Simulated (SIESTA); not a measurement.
ZnS (Wurtzite-6H):

```
Zn S
1.0
     3.81200    0.00000    0.00000
    -1.90600    3.30129    0.00000
     0.00000    0.00000   18.68999
Zn S
6 6
Direct
  0.33333 0.66667 0.83333
  0.66667 0.33333 0.33333
  0.66667 0.33333 0.66667
  0.33333 0.66667 0.16667
  0.00000 0.00000 0.50000
  0.00000 0.00000 0.00000
  0.33333 0.66667 0.95833
  0.66667 0.33333 0.45833
  0.66667 0.33333 0.79167
  0.33333 0.66667 0.29167
  0.00000 0.00000 0.62500
  0.00000 0.00000 0.12500
```

Base run:

| Property | Result |
| --- | --- |
| Program | SIESTA 5.4.2 |
| Functional | PBE |
| Potentials or basis | PseudoDojo 0.4 standard (PBE files) |
| Basis | DZP (energy shift 0.003 Ry; two zetas on semicore shells) |
| Grid cutoff | 800 Ry |
| Energy shift | 0.003 Ry |
| k mesh | 8 × 8 × 2 |
| Occupations | fermi-dirac, width 0.05 eV |
| Spin | no spin polarisation |

Its results: band gap on the k mesh 2.56 eV, direct; pressure 2.9 GPa; largest force 0.026 eV/Å.

After a change of settings the same cell gave: band gap on the k mesh 2.44 eV, direct; pressure 2.9 GPa; largest force 0.027 eV/Å. Which change was it?
A. basis from DZP (energy shift 0.003 Ry; two zetas on semicore shells) to TZP (energy shift 0.01 Ry); energy shift from 0.003 Ry to 0.01 Ry
B. basis from DZP (energy shift 0.003 Ry; two zetas on semicore shells) to DZP (energy shift 0.01 Ry); energy shift from 0.003 Ry to 0.01 Ry
C. basis from DZP (energy shift 0.003 Ry; two zetas on semicore shells) to TZP (energy shift 0.003 Ry; two zetas on semicore shells)

C.

Caveats: short orbitals over semicore shells can move pressures by several GPa; the valence orbitals were made in a potential fitted to the semicore shell under them, which widens gaps by tenths of an eV or more; the cell's inner coordinates are idealised or old, which leaves forces on the atoms; the basis of atomic orbitals isn't converged, which shifts pressures, moduli and gaps.
